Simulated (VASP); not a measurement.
Write the native input for VASP 6.6.1 that does the following.

```yaml
Task: relaxation of cell and atoms
Functional: PBE
Potentials_or_basis: VASP PAW PBE potentials, release 64 (Se)
Cutoff: 600 eV
k_mesh: 18 × 18 × 20
Occupations: gaussian, width 0.1 eV
Spin: no spin polarisation
Dipole_correction: no
Further_INCAR_settings: ALGO = Fast; EDIFF = 1e-06; IBRION = 2; EDIFFG = -0.01; NSW = 100; ISIF = 3
```

The structure of Se lies in POSCAR:

```
Se
1.0
    2.9446647121      0.0000000000      0.0000000000
    0.0000000000      2.9446647121      0.0000000000
    0.0000000000      0.0000000000      2.6591382067
Se
1
Direct
    0.5000000000      0.5000000000      0.0000000000
```

The cell was built by a generator and needn't be a form met in nature.

The cell isn't the ideal one: random cell by space group and Wyckoff sites (P4/mmm, No. 123).

One way to write it, as run:

INCAR

```
SYSTEM = Se
  PREC = Accurate
  ENCUT = 600
  EDIFF = 1E-6
  ISMEAR = 0
  SIGMA = 0.1
  LREAL = .FALSE.
  LASPH = .TRUE.
  NELM = 80
  ALGO = Fast
  ISIF = 3
  LWAVE = .FALSE.
  LCHARG = .FALSE.
  GGA = PE
  IBRION = 2
  NSW = 100
  EDIFFG = -0.01
```

KPOINTS

```
regular mesh
0
G
  18 18 20
  0 0 0
```

Potentials or basis: VASP PAW PBE potentials, release 64 (Se).

Launch:

```console
$ cat potpaw_PBE.64/Se/POTCAR > POTCAR
$ mpirun -np 1 vasp_std > vasp.out
```

It gave:

```yaml
Relaxed_volume: 22.71 Å³/atom
Relaxed_cell: a = 2.842 Å, b = 2.842 Å, c = 2.811 Å, α = 90.00°, β = 90.00°, γ = 90.00°
Space_group_after_relaxing_to_0.05_Å: Pm-3m (No. 221)
Energy_gained_by_relaxing: 34.6 meV/atom
Ionic_steps: 11
Pressure_after_relaxing: 0.0 GPa
Band_gap_on_the_k_mesh: none (metal or under the smearing width)
```

It took 4.3 min on 1 thread of Intel(R) Xeon(R) Platinum 8259CL CPU @ 2.50GHz (Skylake/Cascade Lake), with other jobs on the host, peak memory 0.26 GiB.
